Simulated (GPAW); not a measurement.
Wanted: an ASE script for a GPAW 26.7.0 run.

* Task: phonons
* Functional: PBEint
* Potentials or basis: PAW data sets generated in the run's folder for this functional
* Cutoff: 680 eV
* Basis: pw
* k mesh: 11 × 11 × 11
* Occupations: fermi-dirac, width 0.05 eV
* Spin: collinear spin, ferromagnetic start
* Starting moments: [3.0, 0.0] μB
* Maxiter: 50
* Convergence: density=1e-06 eigenstates=1e-09
* Supercell: 1 × 1 × 1
* Supercell k mesh: 11 × 11 × 11
* Displacement: 0.03
* Relaxed first: cell
* Mixer: pulay beta=0.25 nmaxold=5 weight=1.0

The structure of FeO (Wuestite) lies in FeO.cif:

```cif
data_FeO
_cell_length_a 4.31080000
_cell_length_b 4.31080000
_cell_length_c 4.31080000
_cell_angle_alpha 90.00000000
_cell_angle_beta 90.00000000
_cell_angle_gamma 90.00000000
_space_group_name_H-M_alt 'Fm-3m'
_space_group_name_Hall '-F 4 2 3'
_space_group_IT_number 225
loop_
_space_group_symop_operation_xyz
'x,y,z'
'-x,-y,-z'
'-y,x,z'
'y,-x,-z'
'-x,-y,z'
'x,y,-z'
'y,-x,z'
'-y,x,-z'
'x,-y,-z'
'-x,y,z'
'-y,-x,-z'
'y,x,z'
'-x,y,-z'
'x,-y,z'
'y,x,-z'
'-y,-x,z'
'z,x,y'
'-z,-x,-y'
'z,-y,x'
'-z,y,-x'
'z,-x,-y'
'-z,x,y'
'z,y,-x'
'-z,-y,x'
'-z,x,-y'
'z,-x,y'
'-z,-y,-x'
'z,y,x'
'-z,-x,y'
'z,x,-y'
'-z,y,x'
'z,-y,-x'
'y,z,x'
'-y,-z,-x'
'x,z,-y'
'-x,-z,y'
'-y,z,-x'
'y,-z,x'
'-x,z,y'
'x,-z,-y'
'-y,-z,x'
'y,z,-x'
'-x,-z,-y'
'x,z,y'
'y,-z,-x'
'-y,z,x'
'x,-z,y'
'-x,z,-y'
'x,y+1/2,z+1/2'
'-x,-y+1/2,-z+1/2'
'-y,x+1/2,z+1/2'
'y,-x+1/2,-z+1/2'
'-x,-y+1/2,z+1/2'
'x,y+1/2,-z+1/2'
'y,-x+1/2,z+1/2'
'-y,x+1/2,-z+1/2'
'x,-y+1/2,-z+1/2'
'-x,y+1/2,z+1/2'
'-y,-x+1/2,-z+1/2'
'y,x+1/2,z+1/2'
'-x,y+1/2,-z+1/2'
'x,-y+1/2,z+1/2'
'y,x+1/2,-z+1/2'
'-y,-x+1/2,z+1/2'
'z,x+1/2,y+1/2'
'-z,-x+1/2,-y+1/2'
'z,-y+1/2,x+1/2'
'-z,y+1/2,-x+1/2'
'z,-x+1/2,-y+1/2'
'-z,x+1/2,y+1/2'
'z,y+1/2,-x+1/2'
'-z,-y+1/2,x+1/2'
'-z,x+1/2,-y+1/2'
'z,-x+1/2,y+1/2'
'-z,-y+1/2,-x+1/2'
'z,y+1/2,x+1/2'
'-z,-x+1/2,y+1/2'
'z,x+1/2,-y+1/2'
'-z,y+1/2,x+1/2'
'z,-y+1/2,-x+1/2'
'y,z+1/2,x+1/2'
'-y,-z+1/2,-x+1/2'
'x,z+1/2,-y+1/2'
'-x,-z+1/2,y+1/2'
'-y,z+1/2,-x+1/2'
'y,-z+1/2,x+1/2'
'-x,z+1/2,y+1/2'
'x,-z+1/2,-y+1/2'
'-y,-z+1/2,x+1/2'
'y,z+1/2,-x+1/2'
'-x,-z+1/2,-y+1/2'
'x,z+1/2,y+1/2'
'y,-z+1/2,-x+1/2'
'-y,z+1/2,x+1/2'
'x,-z+1/2,y+1/2'
'-x,z+1/2,-y+1/2'
'x+1/2,y,z+1/2'
'-x+1/2,-y,-z+1/2'
'-y+1/2,x,z+1/2'
'y+1/2,-x,-z+1/2'
'-x+1/2,-y,z+1/2'
'x+1/2,y,-z+1/2'
'y+1/2,-x,z+1/2'
'-y+1/2,x,-z+1/2'
'x+1/2,-y,-z+1/2'
'-x+1/2,y,z+1/2'
'-y+1/2,-x,-z+1/2'
'y+1/2,x,z+1/2'
'-x+1/2,y,-z+1/2'
'x+1/2,-y,z+1/2'
'y+1/2,x,-z+1/2'
'-y+1/2,-x,z+1/2'
'z+1/2,x,y+1/2'
'-z+1/2,-x,-y+1/2'
'z+1/2,-y,x+1/2'
'-z+1/2,y,-x+1/2'
'z+1/2,-x,-y+1/2'
'-z+1/2,x,y+1/2'
'z+1/2,y,-x+1/2'
'-z+1/2,-y,x+1/2'
'-z+1/2,x,-y+1/2'
'z+1/2,-x,y+1/2'
'-z+1/2,-y,-x+1/2'
'z+1/2,y,x+1/2'
'-z+1/2,-x,y+1/2'
'z+1/2,x,-y+1/2'
'-z+1/2,y,x+1/2'
'z+1/2,-y,-x+1/2'
'y+1/2,z,x+1/2'
'-y+1/2,-z,-x+1/2'
'x+1/2,z,-y+1/2'
'-x+1/2,-z,y+1/2'
'-y+1/2,z,-x+1/2'
'y+1/2,-z,x+1/2'
'-x+1/2,z,y+1/2'
'x+1/2,-z,-y+1/2'
'-y+1/2,-z,x+1/2'
'y+1/2,z,-x+1/2'
'-x+1/2,-z,-y+1/2'
'x+1/2,z,y+1/2'
'y+1/2,-z,-x+1/2'
'-y+1/2,z,x+1/2'
'x+1/2,-z,y+1/2'
'-x+1/2,z,-y+1/2'
'x+1/2,y+1/2,z'
'-x+1/2,-y+1/2,-z'
'-y+1/2,x+1/2,z'
'y+1/2,-x+1/2,-z'
'-x+1/2,-y+1/2,z'
'x+1/2,y+1/2,-z'
'y+1/2,-x+1/2,z'
'-y+1/2,x+1/2,-z'
'x+1/2,-y+1/2,-z'
'-x+1/2,y+1/2,z'
'-y+1/2,-x+1/2,-z'
'y+1/2,x+1/2,z'
'-x+1/2,y+1/2,-z'
'x+1/2,-y+1/2,z'
'y+1/2,x+1/2,-z'
'-y+1/2,-x+1/2,z'
'z+1/2,x+1/2,y'
'-z+1/2,-x+1/2,-y'
'z+1/2,-y+1/2,x'
'-z+1/2,y+1/2,-x'
'z+1/2,-x+1/2,-y'
'-z+1/2,x+1/2,y'
'z+1/2,y+1/2,-x'
'-z+1/2,-y+1/2,x'
'-z+1/2,x+1/2,-y'
'z+1/2,-x+1/2,y'
'-z+1/2,-y+1/2,-x'
'z+1/2,y+1/2,x'
'-z+1/2,-x+1/2,y'
'z+1/2,x+1/2,-y'
'-z+1/2,y+1/2,x'
'z+1/2,-y+1/2,-x'
'y+1/2,z+1/2,x'
'-y+1/2,-z+1/2,-x'
'x+1/2,z+1/2,-y'
'-x+1/2,-z+1/2,y'
'-y+1/2,z+1/2,-x'
'y+1/2,-z+1/2,x'
'-x+1/2,z+1/2,y'
'x+1/2,-z+1/2,-y'
'-y+1/2,-z+1/2,x'
'y+1/2,z+1/2,-x'
'-x+1/2,-z+1/2,-y'
'x+1/2,z+1/2,y'
'y+1/2,-z+1/2,-x'
'-y+1/2,z+1/2,x'
'x+1/2,-z+1/2,y'
'-x+1/2,z+1/2,-y'
loop_
_atom_site_label
_atom_site_type_symbol
_atom_site_symmetry_multiplicity
_atom_site_Wyckoff_symbol
_atom_site_fract_x
_atom_site_fract_y
_atom_site_fract_z
_atom_site_occupancy
Fe1 Fe 4 a 0.0000000000 0.0000000000 0.0000000000 1
O1 O 4 b 0.5000000000 0.0000000000 0.0000000000 1
```

These files were run (other wordings do the same):

run.py

```python
import json
import numpy as np
import spglib
from ase import Atoms
from ase.constraints import FixSymmetry
from ase.filters import FrechetCellFilter
from ase.io import read, write
from ase.optimize import BFGS
from phonopy import Phonopy
from phonopy.structure.atoms import PhonopyAtoms
from gpaw import GPAW, PW, setup_paths

setup_paths.insert(0, '.')

atoms = read('FeO.cif')
cell, positions, numbers = spglib.find_primitive(
    (atoms.cell[:], atoms.get_scaled_positions(), atoms.numbers), symprec=1e-4)
atoms = Atoms(numbers, cell=cell, scaled_positions=positions, pbc=True)
atoms.set_initial_magnetic_moments([3.0, 0.0])

calc = GPAW(mode=PW(680),
            xc='GGA_X_PBEINT+GGA_C_PBEINT',
            kpts={'size': (11, 11, 11), 'gamma': True},
            occupations={'name': 'fermi-dirac', 'width': 0.05},
            nbands=26,
            convergence={'density': 1e-06, 'eigenstates': 1e-09},
            mixer={'backend': 'pulay', 'beta': 0.25, 'nmaxold': 5, 'weight': 1.0},
            maxiter=50,
            txt='gpaw.txt')
atoms.calc = calc
atoms.set_constraint(FixSymmetry(atoms))
BFGS(FrechetCellFilter(atoms), trajectory='relax.traj', logfile='-').run(fmax=0.005, steps=40)
atoms.set_constraint()
energy = atoms.get_potential_energy()
forces = atoms.get_forces()
stress = atoms.get_stress()
calc.write('gs.gpw')
write('result.traj', atoms)
print('Cell:', atoms.cell.cellpar().round(4))
print(atoms.get_scaled_positions().round(5))

def force_constants(scale):
    unit = PhonopyAtoms(symbols=atoms.get_chemical_symbols(), cell=atoms.cell[:] * scale**(1 / 3),
                        scaled_positions=atoms.get_scaled_positions(),
                        magnetic_moments=atoms.get_initial_magnetic_moments())
    ph = Phonopy(unit, supercell_matrix=np.diag([1, 1, 1]), primitive_matrix=np.eye(3), symprec=1e-4)
    ph.generate_displacements(distance=0.03)
    forces = []
    for i, sc in enumerate(ph.supercells_with_displacements):
        a = Atoms(sc.symbols, cell=sc.cell, scaled_positions=sc.scaled_positions, pbc=True,
                  magmoms=sc.magnetic_moments)
        c = GPAW(mode=PW(680),
                 xc='GGA_X_PBEINT+GGA_C_PBEINT',
                 kpts={'size': (11, 11, 11), 'gamma': True},
                 occupations={'name': 'fermi-dirac', 'width': 0.05},
                 nbands=26,
                 convergence={'density': 1e-06, 'eigenstates': 1e-09},
                 mixer={'backend': 'pulay', 'beta': 0.25, 'nmaxold': 5, 'weight': 1.0},
                 maxiter=50,
                 txt=f'disp-{scale:.3f}-{i:02d}.txt')
        a.calc = c
        f = a.get_forces()
        forces.append(f - f.mean(axis=0))
        print(f'displacement {i}: drift', f.mean(axis=0).round(5), flush=True)
    ph.forces = forces
    ph.produce_force_constants()
    ph.symmetrize_force_constants()
    return ph

qpoints = [[0.0, 0.0, 0.0]]
results = {}
for scale in [1.0]:
    ph = force_constants(scale)
    ph.run_qpoints(qpoints)
    nu = ph.qpoints.frequencies * 33.35641  # THz to cm^-1
    results[f'{scale:.3f}'] = nu.tolist()
    for qp, f in zip(qpoints, nu):
        print(scale, np.round(qp, 4), f.round(2))
json.dump(results, open('phonons.json', 'w'))
```

Potentials or basis: PAW data sets generated in the run's folder for this functional, pw.

Command:

```console
$ gpaw-setup -f GGA_X_PBEINT+GGA_C_PBEINT Fe O
$ OMP_NUM_THREADS=1 python run.py
```

Results of the run:

```json
{
  "Relaxed volume": "9.74 Å³/atom",
  "Relaxed cell": "a = 3.021 Å, b = 3.021 Å, c = 3.021 Å, α = 60.00°, β = 60.00°, γ = 60.00°",
  "Space group after relaxing (to 0.05 Å)": "Fm-3m (No. 225)",
  "Pressure after relaxing": "0.0 GPa",
  "Band gap on the k mesh": "none (metal or under the smearing width)",
  "Net moment": "4.00 μB per cell",
  "Site moments": "Fe +3.54; O +0.24 μB",
  "Highest phonon frequency at Γ": "289 cm⁻¹"
}
```

Caveat: the cutoff is short for stress and forces, so pressures can be off by a GPa or more; a cell with one magnetic atom can't hold antiferromagnetic order, which such compounds often take; semilocal functionals often make such compounds metallic where correlation or magnetic order opens a gap, which also shifts bond lengths.

Run time: 12 min on 1 thread of Arm Neoverse V1 (shared host), peak memory 0.42 GiB.
